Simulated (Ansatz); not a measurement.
**Bands of MgB₂**

```
Mg B
1.0
     3.08500    0.00000    0.00000
    -1.54250    2.67169    0.00000
     0.00000    0.00000    3.52300
Mg B
1 2
Cartesian
  0.0000 0.0000 0.0000
  0.0000 1.7811 1.7615
  1.5425 0.8906 1.7615
```

Atoms are numbered in the order listed.

The cell is COD entry 1000026, as deposited and not checked against the literature; nothing was relaxed.

Theory: DFT, PBE, all-electron LAPW, scalar-relativistic in Ansatz 0.2.0.

Numerical set-up: a Γ-centred 15×15×12 k mesh, Fermi–Dirac smearing of 0.05 eV, basis error target 0.5 meV/atom, no spin polarisation.

Points in fractions of the reciprocal vectors of this cell: Γ (0, 0, 0), M (0.5, 0, 0), K (0.333, 0.333, 0), A (0, 0, 0.5), L (0.5, 0, 0.5), H (0.333, 0.333, 0.5). The path joins them by straight lines in the order Γ–M–K–Γ–A–L–H–A–L; legs that retrace an earlier one aren't tabulated. Energies are in eV from the Fermi level.

Q: List the levels at A between -5 and 4.5 eV.

A: 0.74 (×2).

Q: List the levels at H between -5 and 4.5 eV.

A: -1.98 (×2), 3.58.

Q: List the levels at M between -5 and 4.5 eV.

A: -2.16, 0.23, 3.09, 3.88.

Q: What is the band gap?

A: none: bands cross the Fermi level, a metal.
